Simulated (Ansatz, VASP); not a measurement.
## Si55C53 (Si_C2): VASP beside Ansatz

Wanted: the spread between two codes on one cell, functional and k mesh. The cell is taken from a series of runs on this material, whose earlier steps may have relaxed, scaled, displaced or heated it; both programs get it as it stands.

Program: Ansatz 0.2.0. Level of theory: plane waves, with VASP 6.6.1 beside it; single point at r2SCAN. Results are calculated unless marked as measured.

## (1) Starting point

The cell holds 108 atoms: 55 Si and 53 C. Cell: a = 9.236 Å, b = 9.236 Å, c = 15.108 Å, α = 90.0°, β = 90.0°, γ = 120.0°. It derives from SiC (SiC (P6_3mc)). Nearest the centre at fractional (0.667, 0.667, 0.374): Si55 at 0.04 Å, Si50 at 2.12 Å, Si26 at 2.12 Å, Si32 at 2.16 Å, Si53 at 2.17 Å, C99 at 3.10 Å, C69 at 3.10 Å, C81 at 3.13 Å. The cell carries charge −2.

## (2) Ansatz: single point, r2SCAN

Ansatz runs on its PAW soft_1 files.

With cell and atoms fixed, the geometry can't cause a difference; cores, projectors, grids and the points listed under the comparison can.

input.yaml reads:

```yaml
crystal:
  checkpoint: "../qm2_M2.relax.run"
  host: checkpoint
total_charge: -2
basis:
  ecutwfc: 500
  xc_grid: 2
hamiltonian:
  xc: r2scan
  pseudopotentials: { kind: paw, azcp: { folder: soft_1 } }
kpoints:
  mp_grid: { grid: [2, 2, 2], shift: [0.5, 0.5, 0.5] }
magnetization:
  spin_polarized: true
  initial_magnetization: 2
  spin_locking: { lock_magnetization: hard }
scf:
  occupations: { method: fermi_dirac, width: 0.01 }
  max_iter: 100
output:
  forces: true
  eigenvalues: true
  charged_corrections:
    epsilon: [7.09, 7.09, 7.35]
    static_epsilon: [10.43, 10.43, 10.95]
    defect_position: [0.666667, 0.666667, 0.374367]
  eigenstates: { localisation: true }
  populations: true
  efg: {}
checkpoint:
  read: "../qm2_M2.relax.run"
  write: "../qm2_M2.point.run"
  compress: false
  write_wavefunctions: false
  write_every: 100000
```

On the command line:

```bash
ansatz run input.yaml --threads 8 --pin off --max-ram 15073MiB --backend cpu --events-out ev --progress --plain --runs-dir out
```

Numbers of over 12 decimals in the logs are rounded to 6 here.

Log:

```text
Warning: This run holds its total moment fixed (magnetization.spin_locking.lock_magnetization: hard) and mixes its density by anderson or broyden (scf.mixing.algorithm, typed or taken by auto). Slabs with a fixed moment have converged under broyden above another state at the same moment, at the default mixing steps and at smaller ones, and under scf.lower_state_search: standard, light or off a state that such a mixer [...]
crystal.checkpoint: the structure is that of <dir>, a `relax` run, at its step 6: its result, under r2scan at a charge of -2 e; 108 atoms read, 0 with a starting moment; crystal.structure_sha256 for this input is
Engine: ansatz 0.2.0, aarch64-unknown-linux-gnu
Pseudopotentials: kind: paw
Pseudopotential: Si, paw, valence charge 4, recommended cutoff 500 eV (meta_gga), soft_1/Si.paw.azcp
Pseudopotential: C, paw, valence charge 4, recommended cutoff 500 eV (meta_gga), soft_1/C.paw.azcp
Functional definition: r2SCAN
  parameter k0 = 0.174
  parameter k1 = 0.065
  parameter a1 = 4.9479
  exchange = r2scan_x(k0 = k0, k1 = k1, a1 = a1)
  correlation = r2scan_c
Crystal: 108 atoms, lattice volume = 1116.095 Å³
Basis set: ecut = 500 eV, 28399 PW (Γ), exchange–correlation on 144×144×240 points (8 copies of the dense FFT grid, shifted against one another)
Bands: 326, of which v1, the nominal top of the filled ones, is band 217 counted from 1 (216 counted from 0)
Symmetry: 1 space group operations
Space group: P1 (ITA 1), of the structure as read, at distance tolerance 1.0e-4 Å
Magnetic group: BNS 1.1 (UNI 1), of the structure as read, at distance tolerance 1.0e-4 Å
k-points: 4 of 8 (time reversal used)
Non-local potential: Si, projectors of the file, l = 0: 2, l = 1: 2, l = 2: 1
Non-local potential: C, projectors of the file, l = 0: 2, l = 1: 2, l = 2: 1
PAW form: soft (Blöchl's): semilocal exchange-correlation on the pseudo side does not see the compensation charge
PAW frozen core: Si, regenerated for the run's functional (the file was generated under x = pbe(κ = 0.804, μ = 0.219515), c = pbe(β = 0.066725))
PAW frozen core: C, regenerated for the run's functional (the file was generated under x = pbe(κ = 0.804, μ = 0.219515), c = pbe(β = 0.066725))
PAW one-centre angular grid: Si, 302 points (default); XC on 160 Gauss nodes
PAW one-centre angular grid: C, 302 points (default); XC on 219 of its mesh's 2255 points in the sphere
Initial density: read from a saved state, or passed on in memory by an earlier SCF of this step, an earlier step, the calling program or the single point that the run made first
Stability of the state it starts from, as read at its close in the collinear treatment: not read, because the mixer in use, unlike msr1, does not test its closes by its own steps (another_mixer); its run was given moments
Starting moments: Σ|m| = 2 μB on 108 of 108 sites; this step starts from the density that it was given
Initial wavefunctions: pseudopotential atomic-orbital guess — the wavefunctions supplied were not used: k-point sampling differs
Functional: x = r2scan, c = r2scan; τ floored in thin density (d = 2e-4 eV/Å³)
iter 1 solved again at ethr=1.58e-5 eV; its pass at ethr=3.10e-3 eV (dr2=6.86e-2 eV) is discarded
SCF iter   1: F=—  HF=-48490.376676 eV  |F-HF|=—  |Δ(HF+E_count)|=         —  Δρ=1.56e-3 (↑1.38e-3 ↓1.56e-3)  dr2=6.64e-2  dr2_τ=1.12e-3  dr2_m=1.55e-3  M=2.000 μB ∫|m|=2.040 μB  β_m=1.20  ethr=1.58e-5  ⟨swp⟩=8.8  Hψ=19931  notcnv=0
preconditioner: auto → Resta (q_TF=auto, 2.331 Å⁻¹)  ε∞=4.3  [insulator: Δε(μ)=0.263 eV  Ē_g=12.728 eV  σ=0.010 eV  W_gap=1.00  n_scr=244 (ndim 8)  ℏωp=23.2 eV  f_vac=0.000  D(μ)=0.00/eV (n_scr^D=0)  ε∞_Penn≈4.3]
spin=Collinear: Resta preconditioning applied to the charge; magnetization (m = ρ↑ − ρ↓) channel mixes plain (no charge-response kernel on spin).
SCF iter   2: F=—  HF=-48490.387505 eV  |F-HF|=—  |Δ(HF+E_count)|=   1.08e-2  Δρ=1.04e-3 (↑9.95e-4 ↓1.04e-3)  dr2=2.99e-2  dr2_τ=1.12e-4  dr2_m=5.37e-5  M=2.000 μB ∫|m|=2.046 μB  β_m=1.20  ethr=1.53e-5  ⟨swp⟩=5.0  Hψ=5307  notcnv=0  κ⁻¹=1.0e0(r=1)
SCF iter   3: F=—  HF=-48490.389648 eV  |F-HF|=—  |Δ(HF+E_count)|=   2.14e-3  Δρ=4.70e-4 (↑4.70e-4 ↓4.38e-4)  dr2=5.12e-3  dr2_τ=1.96e-5  dr2_m=3.28e-5  M=2.000 μB ∫|m|=2.054 μB  β_m=1.20  ethr=6.90e-6  ⟨swp⟩=5.0  Hψ=5464  notcnv=0  κ⁻¹=7.5e-2(r=2)
[...]
k-point 3 ↓: bands = [... 213 lower, 9.4765, 9.6828, 10.0551, 12.1037, 12.2418, 12.7083, 12.7339, 12.9161, ... 105 higher]
--- Löwdin populations: 108 sites ---
  site symbol       q [e]    m [muB]
     0     Si      2.9479     0.0148
     1     Si      2.9448     0.0169
     2     Si      2.9653     0.0304
     3     Si      2.9717     0.0341
     4     Si      2.9605     0.0203
     5     Si      2.9623     0.0212
     6      C      4.9971     0.0057
     7      C      4.9902     0.0060
     8      C      4.9833     0.0087
     9      C      4.9857     0.0058
    10      C      4.9840     0.0093
    11      C      4.9858     0.0081
    12     Si      2.9477     0.0149
    13     Si      2.9408     0.0155
    14     Si      2.9713     0.0322
    15     Si      2.9719     0.0347
    16     Si      2.9667     0.0208
    17     Si      2.9660     0.0220
    18      C      4.9946     0.0055
    19      C      4.9906     0.0051
    20      C      4.9825     0.0070
    21      C      4.9842     0.0102
    22      C      4.9811     0.0086
    23      C      4.9856     0.0082
[...]
100     Si      3.1975     0.0204
   101     Si      2.9643     0.0205
   102      C      4.9965     0.0063
   103     Si      4.2232     0.0183
   104      C      4.9860     0.0077
   105      C      4.9790     0.0104
   106      C      4.9769     0.0135
   107      C      4.9860     0.0077
  spilling = 0.010935 (of n_electrons = 434.000000)
```

## (3) VASP: single point, r2SCAN

The same cell, functional, mesh and smearing now go to VASP, with its own data sets.

Lines of VASP's logs that name or quote its potential files are left out, and so is its time.

INCAR reads:

```
SYSTEM = Si55C53
PREC = Accurate
ENCUT = 580
EDIFF = 1E-06
NELM = 200
ISMEAR = -1
SIGMA = 0.01
LREAL = Auto
ALGO = Normal
METAGGA = R2SCAN
LASPH = .TRUE.
NELECT = 434
NBANDS = 292
ISPIN = 2
MAGMOM = 0 0 0.01 0.01 0 0 0 0 0.01 0.01 0 0 0 0 0.01 0.01 0 0 0 0 0.01 0.01 0 0 0 0 0.01 0.01 0 0 0 0 0.01 0.01 0 0 0 0 0.01 0.01 0 0 0 0 0.01 0.01 0 0 0 0 0.01 0.01 0 0 0.01 0 0 0 0 0 0 0 0 0 0 0 0 0 0 0 0 0 0 0 0 0 0 0 0 0 0 0 0 0.01 0 0 0 0 0 0 0 0 0 0 0 0 0 0 0 0 0 0 0 0 0 0 0.01 0
LORBIT = 11
LWAVE = .FALSE.
LCHARG = .FALSE.
ISIF = 2
ISYM = 0
NUPDOWN = 2
GGA_COMPAT = .FALSE.
LMIXTAU = .TRUE.
```

POSCAR reads:

```
Si55C53
1.0
    9.2359949282      0.0000000000      0.0000000000
   -4.6179974641      7.9986062370      0.0000000000
    0.0000000000      0.0000000000     15.1078644027
Si C
55 53
Direct
    0.1124328717      0.2208323681      0.8328891966
    0.2209131918      0.1124627233      0.3325116633
[... 2 atom lines left out ...]
    0.9992954591      0.0002335211      0.5004572977
[... 2 atom lines left out ...]
    0.2207444495      0.4460988784      0.3330397690
[... 5 atom lines left out ...]
    0.2206452416      0.7794408744      0.3325877499
[... 1 atom line left out ...]
    0.1136492882      0.8905712768      0.1635673092
    0.9996649393      0.6683270445      0.5005743172
[... 2 atom lines left out ...]
    0.5538397721      0.1127708539      0.3325922589
[... 1 atom line left out ...]
    0.4428661005      0.2197798150      0.1636168308
[... 3 atom lines left out ...]
    0.5396091043      0.4178273116      0.3262736062
    0.5544489768      0.4411274179      0.6701087525
    0.4437414811      0.5555972453      0.1657708610
    0.3326601231      0.3335617756      0.5004764424
[... 2 atom lines left out ...]
    0.5393518718      0.7938366844      0.3260535941
    0.5541285958      0.7790687903      0.6700848931
    0.4428405841      0.8907195342      0.1635130604
    0.3327746031      0.6681639356      0.5006272959
[... 2 atom lines left out ...]
    0.8872245890      0.1126000967      0.3330469789
[... 2 atom lines left out ...]
    0.6646557622      0.9999546986      0.5005625970
[... 2 atom lines left out ...]
    0.8871914485      0.4461300896      0.3330452711
[... 1 atom line left out ...]
    0.7777833636      0.5556386866      0.1658208783
    0.6646025838      0.3332461078      0.5005948108
[... 2 atom lines left out ...]
    0.9154216212      0.7936228681      0.3262918040
    0.8922220052      0.7789199281      0.6701182185
    0.7779046577      0.8897316517      0.1657573120
    0.6657138999      0.6673119688      0.5177371074
[... 1 atom line left out ...]
    0.6644794524      0.6689340710      0.3750824157
[... 1 atom line left out ...]
    0.0033082448      0.0071070009      0.3749835725
[... 5 atom lines left out ...]
    0.9980049609      0.3353345576      0.3745897063
[... 1 atom line left out ...]
    0.2220425949      0.4452226083      0.2082970629
    0.2217396773      0.4447318136      0.5417132535
[... 2 atom lines left out ...]
    0.0033193436      0.6691139274      0.3750385108
[... 11 atom lines left out ...]
    0.3262901988      0.3301183116      0.3749815104
[... 1 atom line left out ...]
    0.5526702571      0.4401034290      0.2032978410
    0.5520699129      0.4392476408      0.5469789295
[... 2 atom lines left out ...]
    0.3258480548      0.6684389736      0.3751457106
[... 1 atom line left out ...]
    0.5527883914      0.7809231922      0.2031291575
    0.5520644606      0.7804128777      0.5470989494
[... 2 atom lines left out ...]
    0.6648241959      0.0074291885      0.3750894825
[... 1 atom line left out ...]
    0.8883831364      0.1115234254      0.2083015089
    0.8878409530      0.1108511054      0.5416960905
[... 2 atom lines left out ...]
    0.6642433422      0.3300657540      0.3750863899
[... 1 atom line left out ...]
    0.8883853718      0.4451493573      0.2082446295
    0.8879715514      0.4448277284      0.5416259689
[... 3 atom lines left out ...]
    0.8934676703      0.7808438510      0.2033159042
    0.8935716764      0.7806888080      0.5469851560
    0.7781541794      0.8886973268      0.0411461891
```

KPOINTS reads:

```
Points of the shifted mesh
8
Reciprocal
 0.2500000000  0.2500000000  0.2500000000 1
 0.2500000000  0.2500000000  0.7500000000 1
 0.2500000000  0.7500000000  0.2500000000 1
 0.2500000000  0.7500000000  0.7500000000 1
 0.7500000000  0.2500000000  0.2500000000 1
 0.7500000000  0.2500000000  0.7500000000 1
 0.7500000000  0.7500000000  0.2500000000 1
 0.7500000000  0.7500000000  0.7500000000 1
```

Potentials, in the order of the species: Si and C (PBE family, release 64).

On the command line:

```bash
export OMP_NUM_THREADS=3
mpirun -np 1 vasp_std
```

Log:

```text
[banner, memory and clock lines left out]
running    1 mpi-ranks, on    1 nodes
[...]
Offloading initialized ...    1 GPUs detected
[...]
|                                                                             |
|               ----> ADVICE to this user running VASP <----                  |
|                                                                             |
|     You enforced a specific xc type in the INCAR file but a different       |
|     [... a line on the potential file left out ...]
|     I HOPE YOU KNOW WHAT YOU ARE DOING!                                     |
|                                                                             |

 LDA part: xc-table for (None), standard interpolation
 POSCAR, INCAR and KPOINTS ok, starting setup
[...]
entering main loop
       N       E                     dE             d eps       ncg     rms          rms(c)
DAV:   1     0.125375387819E+04    0.12538E+04   -0.21867E+05  9344   0.152E+03
DAV:   2    -0.101042736911E+04   -0.22642E+04   -0.21374E+04 11392   0.257E+02
DAV:   3    -0.117468555485E+04   -0.16426E+03   -0.16235E+03 11440   0.640E+01
DAV:   4    -0.117846267632E+04   -0.37771E+01   -0.37588E+01 11224   0.106E+01
DAV:   5    -0.117856876821E+04   -0.10609E+00   -0.10590E+00 11280   0.166E+00BRMIX: very serious problems
 the old and the new charge density differ
 old charge density:   432.00000 new  434.00000
    0.680E+01
DAV:   6    -0.101434434057E+04    0.16422E+03   -0.24926E+02 10680   0.218E+01    0.384E+01
DAV:   7    -0.101596641007E+04   -0.16221E+01   -0.34708E+01 11680   0.838E+00    0.167E+01
DAV:   8    -0.101643077618E+04   -0.46437E+00   -0.13483E+00 10904   0.218E+00    0.335E+00
DAV:   9    -0.101646687975E+04   -0.36104E-01   -0.13706E-01 10720   0.704E-01    0.926E-01
[...]
DAV:  14    -0.101647248959E+04   -0.33844E-04   -0.30880E-05 11264   0.985E-03    0.178E-02
DAV:  15    -0.101647249454E+04   -0.49508E-05   -0.11173E-05 10856   0.685E-03    0.739E-03
DAV:  16    -0.101647249522E+04   -0.67801E-06   -0.19883E-06  6264   0.284E-03
   1 F= -.10164725E+04 E0= -.10164725E+04  d E =-.279359E-06  mag=     1.9919
```

OUTCAR, selected parts (step 3):

```text
  FREE ENERGIE OF THE ION-ELECTRON SYSTEM (eV)
  ---------------------------------------------------
  free  energy   TOTEN  =     -1016.4724952155 eV

  energy  without entropy=    -1016.4724949361  energy(sigma->0) =    -1016.47249508

 magnetization (x)
# of ion       s       p       d       tot
------------------------------------------
    1        0.002   0.003   0.000   0.004
    2        0.002   0.003   0.000   0.004
    3        0.001   0.007   0.000   0.008
    4        0.001   0.007   0.000   0.009
    5        0.000   0.003   0.000   0.004
    6        0.000   0.004   0.000   0.004
    7        0.002   0.003   0.000   0.004
    8        0.001   0.003   0.000   0.004
    9        0.001   0.007   0.000   0.008
   10        0.001   0.008   0.000   0.009
   11        0.001   0.003   0.000   0.004
   12        0.000   0.004   0.000   0.004
   13        0.002   0.002   0.000   0.004
[...]
--------------------------------------------------
tot          0.199   0.217   0.000   0.416
```

The run ends at a pressure of 6.29 GPa, with forces up to 0.21 eV/Å.

## (4) Differences

Known differences besides the potentials themselves: VASP starts from the moments at which Ansatz ended; VASP keeps PBE cores, Ansatz makes them for the functional; the cutoff is 500 eV in Ansatz and 580 eV in VASP (PREC = Accurate, projectors in real space). Total energies have different zeros and are not compared.

The two programs side by side:

| quantity | Ansatz | VASP | difference |
| --- | --- | --- | --- |
| total moment, fixed by the input (μB) | 2.00 | 1.99 | +0.01 |

Forces on 10 of the 108 atoms, those with the largest forces and the largest differences (eV/Å; atoms numbered as in POSCAR):

| atom | Ansatz x, y, z | VASP x, y, z |
| --- | --- | --- |
| Si26 | -0.012, 0.074, 0.041 | -0.011, 0.103, 0.055 |
| Si32 | -0.009, 0.021, 0.072 | 0.022, 0.002, 0.088 |
| Si50 | -0.048, 0.008, 0.030 | -0.075, -0.011, 0.045 |
| Si53 | 0.110, -0.092, 0.143 | 0.109, -0.096, 0.113 |
| Si55 | 0.110, -0.087, -0.099 | 0.109, -0.090, -0.103 |
| C57 | 0.177, -0.043, -0.072 | 0.181, -0.048, -0.076 |
| C69 | 0.133, -0.109, -0.070 | 0.132, -0.105, -0.074 |
| C75 | 0.135, -0.081, -0.081 | 0.135, -0.081, -0.085 |
| C81 | 0.115, -0.157, -0.068 | 0.121, -0.161, -0.071 |
| C99 | 0.153, -0.071, -0.083 | 0.148, -0.075, -0.086 |

The forces differ by 4.3 meV/Å r.m.s., which is 7.4 % of the r.m.s. force of 0.059 eV/Å (both taken over all components). The cell carries a charge of -2 e against a uniform background, so its pressure also hangs on how the neutralising background is counted, and in a defect's cell a gap may be the spacing between its levels.

## (5) Results

* r.m.s. force difference (single point, r2SCAN): 4.3 meV/Å

In words: The r.m.s. force difference is 4.3 meV/Å (single point, r2SCAN), within the 12 meV/Å picked in this series as the mark of a large difference. How closely two codes agree says nothing of how well the functional describes the real material.

[Lines on the potential files, build, host, timing and source positions are cut from VASP's logs without a mark.]

[Logs are printed without paths, hosts, clocks, repeated set-up lines and the standing remarks that a program may print on its own settings, such as how far it seeks lower states.]

[Hosts, paths, dates, database ids (printed as entryN), source tags and the programs' standing remarks are cut or masked in the printed files.]
